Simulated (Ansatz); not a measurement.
The reference is BeO in the wurtzite structure (space group P6_3mc, No. 186; a = 2.690 Å, c = 4.369 Å).

Method: r2SCAN (Ansatz, a first-principles code, PAW, no SOC), earlier PAW set.

Base values:

| Property | Value |
|---|---|
| Volume per atom | 6.85 Å³ |
| c/a ratio | 1.624 |
| Band gap | 8.55 eV |
| Gap character | direct at Γ |

Modification: a hydrostatic pressure of 1.5 GPa.

### Question
What does the calculation give for the volume per atom after the change?

### Answer
The volume per atom shrinks by 0.045 Å³ to 6.80 Å³.

### Question
Predict the new c/a ratio.

### Answer
The c/a ratio is still 1.624.

### Question
What does the calculation give for the band gap after the change?

### Answer
The band gap increases by 0.073 eV (8.55 eV → 8.63 eV).

### Question
Estimate the effect on the gap character.

### Answer
The gap character is still direct at Γ.

Load acts through the strain it causes; cell and atoms are relaxed under it. Semilocal Kohn–Sham gaps tend to fall short of experiment. No phonon test of stability was made.
